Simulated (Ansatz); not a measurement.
# RbCl: the cost of one run

Program: Ansatz 0.2.0. Level of theory: DFT PBE, scalar-relativistic, plane waves, PAW, unless a step names another level. These are calculated values, not measurements.

### 1 The system as given

The structure is cubic, space group Fm-3m (No. 225). The conventional cell has a = 6.699 Å, b = 6.699 Å, c = 6.699 Å, α = 90.00°, β = 90.00°, γ = 90.00°. Rb (site symmetry m-3m) is surrounded by 6 Cl at 3.35 Å. Cl (site symmetry m-3m) has 6 Rb at 3.35 Å in its first shell of neighbours.

Structure file:

```
CELL_PARAMETERS angstrom
0.00000 3.34947 3.34947
3.34947 0.00000 3.34947
3.34947 3.34947 0.00000
ATOMIC_POSITIONS crystal
Rb 0.00000 0.00000 0.00000
Cl 0.50000 0.50000 0.50000
```

The cell was relaxed beforehand at this level, from a distorted copy of a database structure. At a tolerance of 0.02 Å it has space group Fm-3m (No. 225); it has 37.58 Å³/atom, an uncorrected energy of -1.99 eV/atom over the elements and, on its mesh, gap 4.83 eV.

### 2 Band edges anywhere in the zone

File input.yaml:

```yaml
crystal:
  lattice:
    - [0.0, 3.349472762, 3.349472762]
    - [3.349472762, 0.0, 3.349472762]
    - [3.349472762, 3.349472762, 0.0]
  atoms:
    - { symbol: Rb, position: [0.0, 0.0, 0.0] }
    - { symbol: Cl, position: [0.5, 0.5, 0.5] }
basis:
  ecutwfc: 420
kpoints:
  mp_grid: { grid: [6, 6, 6] }
  band_path: { path: [VBM, CBM], npoints: 2 }
hamiltonian:
  xc: pbe
scf:
  occupations: { method: gaussian, width: 0.02 }
output:
  forces: false
  stress: false
  eigenvalues: true
checkpoint:
  read: start.run
  write: ck
  compress: false
  write_wavefunctions: false
  write_every: 100000
```

On the command line:

```bash
$ ansatz run input.yaml --threads 1 --pin off --max-ram 2560MiB --backend cpu --events-out ev --progress --plain --runs-dir out
```

**Question.** How long does this run take on 1 thread of Arm Neoverse N1, shared host, and how much memory does it need?

About 3.2 s, with a peak of 0.27 GiB.
